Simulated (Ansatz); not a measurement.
# CuI: the cell at several levels of theory

An exercise on one series of results from a longer session: the logs are not shown, and one member is left open.

The runs shown are made with Ansatz 0.2.0. PAW datasets, plane waves, zero pressure. The cell comes from a prototype generator: it can be a known phase or a hypothetical one. Spin polarisation is off.

**The cell**

The symmetry is P6_3/mmc (No. 194, hexagonal); a = 3.985 Å, c = 6.496 Å in the conventional setting, 22.34 Å³ an atom. Near Cu stand 6 I at 2.82 Å; near I stand 6 Cu at 2.82 Å.

Coordinates:

Space group P6_3/mmc (No. 194). a = 3.985 Å, b = 3.985 Å, c = 6.496 Å, α = 90.00°, β = 90.00°, γ = 120.00°
```tsv
atom	site	symmetry	x	y	z
Cu	2a	-3m.	0.0000	0.0000	0.0000
I	2c	-6m2	0.3333	0.6667	0.2500
```

Set-up of the first run:

Input file input.yaml:

```yaml
crystal:
  lattice:
    - [3.98538192, 0.0, 0.0]
    - [-1.99269096, 3.4514419865, 0.0]
    - [0.0, 0.0, 6.4961725296]
  atoms:
    - { symbol: Cu, position: [0.0, 0.0, 0.0] }
    - { symbol: Cu, position: [0.0, 0.0, 0.5] }
    - { symbol: I, position: [0.3333333333, 0.6666666667, 0.25] }
    - { symbol: I, position: [0.6666666667, 0.3333333333, 0.75] }
kpoints:
  mp_grid: { grid: [6, 6, 4] }
hamiltonian:
  xc: pbe
scf:
  occupations: { method: fermi_dirac, width: 0.02 }
relax:
  f_tol: 0.005
  cell: {}
output:
  write_density: true
  write_potential: true
  elf: true
  volumetric_format: npy
```

Started as:

```bash
> ansatz run input.yaml --threads 2 --pin off --max-ram 2211MiB --backend cpu --events-out ev --progress --plain --runs-dir out
```

Steps of the session up to this table: Relaxation with PBE; Relaxing with r2SCAN; PBEsol: cell and atoms; LDA: cell and atoms.

One of the session's tables, all rows but one given; the rest of the session is left out.

| level | a (Å) | c (Å) | volume (Å³/atom) |
| --- | --- | --- | --- |
| PBE | 4.211 | 6.230 | 23.920 |
| r2SCAN | ? | ? | ? |
| PBEsol | 4.117 | 6.052 | 22.210 |
| LDA | 4.060 | 6.002 | 21.419 |

Estimate the missing values for r2SCAN.

The run gave: a (Å): 4.147; c (Å): 6.336; volume (Å³/atom): 23.597. In the column «a (Å)» it lies between PBEsol (4.117) and PBE (4.211).

From the start to the first minimum the volume moved by +7.1 %. The volume runs from LDA (least) to PBE (most), a spread of 11.7 %, or 3.7 % in length if all axes shared it alike.
